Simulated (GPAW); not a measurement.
Runs of GPAW 26.7.0 on WS2. The cell holds a slab with vacuum, 3 atoms: a = 3.184 Å, b = 3.184 Å, c = 16.951 Å, α = 90.00°, β = 90.00°, γ = 120.00°. 

```tsv
task	level	potentials or basis	spin	cell	k mesh	cutoff (eV)	smearing	maxiter	band path	band points	response ecut	response k mesh	gap on the mesh (eV)	largest force (eV/Å)
band structure	PBEsol	PAW data sets generated in the run's folder for this functional, pw	off	as given	10 × 10 × 2	600	fermi-dirac 0.05 eV	150	GMKGALHA,LM,KH	80	-	-	1.98	0.12
dielectric tensor	LDA	the program's PAW data sets (release 1.2.1) made for this functional, pw	off	as given	8 × 8 × 2	450	fermi-dirac 0.001 eV	150	-	-	80 eV	21 × 21 × 4	2.04	-
single point	LDA	the program's PAW data sets (release 1.2.1) made for this functional, pw	off	as given	8 × 8 × 2	450	fermi-dirac 0.05 eV	120	-	-	-	-	2.04	0.45
single point	PBEsol	PAW data sets generated in the run's folder for this functional, pw	off	as given	10 × 10 × 2	600	fermi-dirac 0.05 eV	150	-	-	-	-	1.98	0.12
band structure	vdW-DF-cx	GPAW PAW data sets (gpaw-data 1.2.1), pw	SOC, no magnetisation	as given	7 × 7 × 2	600	fermi-dirac 0.05 eV	150	GMKGALHA,LM,KH	80	-	-	-	0.24
single point	PBEsol	PAW data sets generated in the run's folder for this functional, pw	off	atoms moved at random, drawn with an rms of 0.05 Å	10 × 10 × 2	600	fermi-dirac 0.05 eV	150	-	-	-	-	1.91	1.88
single point	r2SCAN	GPAW PAW data sets (gpaw-data 1.2.1), pw	off	as given	8 × 8 × 2	450	fermi-dirac 0.05 eV	120	-	-	-	-	2.16	(a)
band structure	PBEsol	PAW data sets generated in the run's folder for this functional, pw	SOC, no magnetisation	as given	10 × 10 × 2	600	fermi-dirac 0.05 eV	150	GMKGALHA,LM,KH	80	-	-	-	0.12
```

Task: Fill in the values left out.

Result: (a) 0.03.

Caveats: spin-orbit coupling is left out, which moves the levels of the heavy elements (some runs); the cutoff is short for stress and forces, so pressures can be off by a GPa or more (some runs); spin-orbit coupling was added after a scalar SCF, so levels and gaps hold it while energy, forces, pressure and moments don't (some runs); this program's spin-orbit splittings come out too wide for heavy elements (some runs); the PAW data sets were made with another functional, which shifts forces and pressure a little (some runs); the long-wavelength limit can be off by several per cent where d states take part (some runs).

A k mesh can miss the band edges, and rows without SOC leave out spin-orbit coupling on W.

Runs at the PBE level aren't shown here.
